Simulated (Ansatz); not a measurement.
## Density of states of S

```cif
data_structure
_symmetry_space_group_name_H-M 'Fm-3m'
_symmetry_Int_Tables_number 225
_cell_length_a 3.9879
_cell_length_b 3.9879
_cell_length_c 3.9879
_cell_angle_alpha 90.000
_cell_angle_beta 90.000
_cell_angle_gamma 90.000
_cell_volume 63.42
loop_
_atom_site_label
_atom_site_type_symbol
_atom_site_symmetry_multiplicity
_atom_site_Wyckoff_symbol
_atom_site_fract_x
_atom_site_fract_y
_atom_site_fract_z
_atom_site_occupancy
S1 S 4 a 0.00000 0.00000 0.00000 1
```

The runs use the primitive cell with vectors (0.000, 1.994, 1.994), (1.994, 0.000, 1.994), (1.994, 1.994, 0.000) Å, to which the k mesh refers.

The cell was built from the fcc type and relaxed in the same program, and has space group Fm-3m; it needn't be a known or the stable phase.

Method: Ansatz 0.2.0, DFT, PBE, all-electron LAPW, scalar-relativistic.

The runs use a Γ-centred 16×16×16 k mesh, Fermi–Dirac smearing of 0.03 eV, basis error target 1 meV/atom, no spin polarisation.

States per eV and cell, averaged over 0.4 eV, from -13.0 to 3.2 eV, with energies (bin centres) from the Fermi level; empty bins are left out. 

```
E (eV)  total
 -12.9   0.45
 -12.5   0.58
 -12.1   0.57
 -11.7   0.55
 -11.3   0.59
 -10.9   0.38
  -7.3   0.05
  -6.9   0.17
  -6.5   0.26
  -6.1   0.44
  -5.7   0.72
  -5.3   0.86
  -4.9   0.57
  -4.5   0.36
  -4.1   0.47
  -3.7   0.49
  -3.3   0.49
  -2.9   0.50
  -2.5   0.48
  -2.1   0.56
  -1.7   0.60
  -1.3   0.67
  -0.9   0.84
  -0.5   0.87
  -0.1   0.85
   0.3   0.82
   0.7   0.81
   1.1   0.80
   1.5   0.80
   1.9   0.67
   2.3   0.44
   2.7   0.31
   3.1   0.09
```
